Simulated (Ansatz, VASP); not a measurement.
## One calculation of Cd, two programs

```
Cd
1.0
     0.00000    2.15289    2.15289
     2.15289    0.00000    2.15289
     2.15289    2.15289    0.00000
Cd
1
Cartesian
  0.0000 0.0000 0.0000
```

Alike in both runs: task single point; functional LDA; k mesh 14 × 14 × 14; occupations fermi-dirac, width 0.1 eV; no spin polarisation.

|  | VASP | Ansatz |
| --- | --- | --- |
| version | VASP 6.6.1 | Ansatz 0.2.0 |
| potentials or method | VASP PAW LDA potentials, release 64 (Cd) | plane waves (420 eV) with PAW, scalar-relativistic |
| plane-wave cutoff (eV) | 520 | 420 |
| valence electrons in the cell | 12 | 20 |

|  | VASP | Ansatz | Ansatz less VASP |
| --- | --- | --- | --- |
| pressure (GPa) | 0.7 | 0.0 | -0.64 |

The two sets of potentials don't hold the same shells in valence. Ansatz warned: «pseudo_functional_mismatch».
